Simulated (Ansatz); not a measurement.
The system is N.

```
N
1.0
     2.51947    0.00000    0.00000
    -1.25974    2.18193    0.00000
     0.00000    0.00000    2.44600
N
2
Cartesian
  0.0000 1.4546 1.8345
  1.2597 0.7273 0.6115
```

The real solid is made of molecules; this cell is a model form.

Base run:

| Quantity | Value |
| --- | --- |
| Program | Ansatz 0.2.0 |
| Functional | PBE |
| Potentials or basis | all-electron LAPW, scalar-relativistic |
| Cutoff | 318 eV (chosen from the basis error) |
| Basis error allowed | 0.002 eV/atom |
| k mesh | 8 × 8 × 8 |
| Occupations | fermi-dirac, width 0.02 eV |
| Spin | no spin polarisation |

Its results: band gap on the k mesh none (metal or under the smearing width); pressure 9.0 GPa.

Problem. The run is repeated on the same cell with these changes: k mesh from 8 × 8 × 8 to 6 × 6 × 6. What comes out?

Solution. Band gap on the k mesh none (metal or under the smearing width); pressure 12.6 GPa.

Caveats: some runs use coarse meshes; the k mesh is thin for a metal, which can move the energy by tens of meV per atom (some runs).
